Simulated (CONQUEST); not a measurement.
# BP under changes of volume

One of the cells (11.682 Å³/atom); the others are scaled copies at fixed shape and fractional positions:

```xyz
4
Lattice="3.2089 0.0000 0.0000 0.0000 3.2089 0.0000 0.0000 0.0000 4.5380" Properties=species:S:1:pos:R:3 pbc="T T T"
P     0.0000    1.6044    1.1345
P     1.6044    0.0000    3.4035
B     0.0000    0.0000    0.0000
B     1.6044    1.6044    2.2690
```

| Quantity | Value |
| --- | --- |
| Program | CONQUEST 1.3 |
| Functional | PBEsol |
| Potentials or basis | PseudoDojo NC PBEsol, DZP, grid of 32 × 32 × 48 points |
| k mesh | 8 × 8 × 6 |
| Occupations | fermi-dirac, width 0.05 eV |
| Spin | no spin polarisation |

```tsv
volume (Å³/atom)	energy over the lowest point (meV/atom)	pressure (GPa)	gap on the mesh (eV)
10.981	27.20	12.1	1.04
11.214	12.54	8.0	1.06
11.448	?	?	?
11.682	0.00	0.9	1.11
11.915	1.18	-2.4	1.14
12.149	6.88	-5.3	1.16
12.383	16.51	-7.8	1.19
```

**Question.** What does the run at 11.448 Å³/atom give?

**Answer.** Energy over the lowest point 3.65 meV/atom; pressure 4.2 GPa; gap on the mesh 1.09 eV.

Worked out: A Birch-Murnaghan fit of order 3 (a polynomial in V^(-2/3)) to the other rows has its minimum at 11.74 Å³/atom with B0 = V·E''(V) = 163 GPa and B' = 3.6. It gives 3.61 meV/atom at 11.448 Å³/atom, against the run's 3.65, and -dE/dV = 4.2 GPa, against 4.2. A straight line through the other rows of the gap, of slope 1.25 eV per unit of ln V, gives 1.09 eV, against the run's 1.09.

Energies are extrapolated to zero smearing.

Caveats: the basis of atomic orbitals isn't converged, which shifts pressures, moduli and gaps; the real-space grid breaks the cell's symmetry a little (some runs).

A mesh can miss the band edges.
